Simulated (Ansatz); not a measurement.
**Structure types of Gd compared at 8.8 GPa**

Structure types of Gd are relaxed in primitive cells with their symmetry kept at 8.8 GPa, first on PAW files, then by LAPW. The enthalpy is E + pV at zero temperature, without zero-point motion. Only the types listed were tried, and differences under about 5 meV/atom are mesh noise. Not among the end structures: hcp, which may lie lower.

Level of theory: DFT with PBE, scalar-relativistic, in Ansatz 0.2.0; Fermi–Dirac smearing of 0.1 eV, spin-polarised from start moments Gd 7 μB. LAPW: all electrons, basis error target 0.5 meV/atom; PAW: frozen-core files, cutoff 420 eV.

k meshes: fcc 14×14×14, bcc 14×14×14.

The open f shell is treated without a Hubbard term, so these are results of the method, and the state needn't be the lowest. Spin–orbit coupling is left out, which matters for the heavy atoms.

Task: Order the types by LAPW enthalpy, lowest first.
A. fcc
B. bcc

Result: A (0 meV/atom), B (64 meV/atom).

| start type | ends as | a, b, c (Å) | V (Å³/atom) | H − H(lowest), LAPW (meV/atom) | same, PAW | moment (μB/atom) |
| --- | --- | --- | --- | --- | --- | --- |
| fcc | fcc, Fm-3m | 4.766, 4.766, 4.766 | 27.06 | 0.0 | 0.0 | 7.28 |
| bcc | bcc, Im-3m | 3.797, 3.797, 3.797 | 27.37 | 64.3 | 63.7 | 7.56 |

Task: Split the lead of fcc over bcc into energy and pV.

Result: For bcc less fcc: ΔE = +47.1 meV/atom, and p·ΔV = 8.8 GPa × +0.3136 Å³ × 6.242 meV/(GPa·Å³) = +17.2 meV/atom, together 64.3 meV/atom. fcc wins on both counts.
